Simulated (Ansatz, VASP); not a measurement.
# GaP in VASP and in Ansatz

```
CELL_PARAMETERS angstrom
3.39057 0.00000 0.00000
-1.69528 2.93632 0.00000
0.00000 0.00000 5.64944
ATOMIC_POSITIONS crystal
Ga 0.33333 0.66667 0.61461
Ga 0.66667 0.33333 0.38539
P 0.00000 0.00000 0.80256
P 0.00000 0.00000 0.19744
```

Alike in both runs: task single point; functional PBE; k mesh 6 × 6 × 4; occupations gaussian, width 0.1 eV; no spin polarisation.

```csv
,VASP,Ansatz
version,VASP 6.6.1,Ansatz 0.2.0
potentials or method,"VASP PAW PBE potentials, release 64 (Ga_d, P)","scalar-relativistic, plane waves, PAW"
plane-wave cutoff (eV),520,420
valence electrons in the cell,36,36
```

```tsv
	VASP	Ansatz	Ansatz less VASP
gap on the k mesh at the Fermi level (eV)	none	none	-
rms of the force components (eV/Å)	1.803	1.789	-0.0140
```

Atom by atom the forces differ by 0.020 eV/Å (rms over components). A gap of «none» marks a metal or a gap that the smearing closes.

Caveats: forces of over 1 eV/Å show positions far from the minimum, so gaps and moduli don't describe the material at rest.
